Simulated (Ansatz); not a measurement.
**Is this BN structure a true minimum?**

It was reached by relaxing an invented guess, and it needn't be the stable form of this composition.

Theory: Ansatz, DFT PBE+D3(BJ), scalar-relativistic, plane waves, PAW. Plane waves to 420 eV, a k mesh through Γ of 12×12×1 on the computed 4-atom cell and Gaussian smearing (0.02 eV); no spin polarisation.

The cell below (4 atoms, layer group p-3m1 (No. 72)) is relaxed within its symmetry. Only a and b repeat, and vacuum parts the sheet from its images along c.

```xyz
4
Lattice="2.5078 0.0000 0.0000 -1.2539 2.1718 0.0000 0.0000 0.0000 31.3945" Properties=species:S:1:pos:R:3 pbc="T T F"
B     0.0000    0.0000    7.3228
B     1.2539    0.7239   10.6772
N     1.2539    0.7239    7.3212
N     0.0000    0.0000   10.6788
```

For the test a repeat of it with 8 atoms (edges 5.02, 2.51 Å) was strained at random (σ = 1.5 % a component), the atoms were moved at random (σ = 0.05 Å), and all was relaxed again on a coarse 6×6×1 mesh (in the run’s order of axes) with 0.10 eV smearing, with no symmetry imposed.

Question: Is the structure stable against such a distortion?

Answer: It returns, within 1 meV/atom of the unmoved cell on that mesh and with the same symmetry when read at 0.1 Å (C2/m at 0.01 Å, so small strains and shifts remain). No instability shows in this cell; modes of other wave vectors, which need another repeat, aren't tested.
